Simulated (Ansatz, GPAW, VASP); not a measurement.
## LiCl: 4 runs at one level of theory

```
Cl Li
1.0
     0.00000    2.56477    2.56477
     2.56477    0.00000    2.56477
     2.56477    2.56477    0.00000
Cl Li
1 1
Cartesian
  2.5648 2.5648 2.5648
  0.0000 0.0000 0.0000
```

Alike in all runs: task single point; functional PBE; k mesh 9 × 9 × 9; occupations gaussian, width 0.02 eV; no spin polarisation; no spin-orbit coupling. Pressure is positive in compression and, in plane waves, holds the error of the finite cutoff, which Ansatz's Pulay term estimates and takes out.

| program and potentials | plane-wave cutoff (eV) | notes | pressure (GPa) |
| --- | --- | --- | --- |
| Ansatz, Ansatz PAW | 420 | 5 valence electrons an atom on average | 0.40 |
| GPAW, GPAW PAW data sets (gpaw-data 1.2.1) | 800 | 4 valence electrons an atom on average | 0.51 |
| Ansatz, all-electron LAPW, scalar-relativistic | - | - | 0.40 |
| VASP, PBE PAW files Cl_GW, Li_GW, 550 eV | 550 | 4 valence electrons an atom on average | ? |

Estimate from the other rows what the run with VASP, PBE PAW files Cl_GW, Li_GW, 550 eV gave.

Pressure 0.43 GPa. The other rows, which needn't bracket it: pressure 0.40 to 0.51.
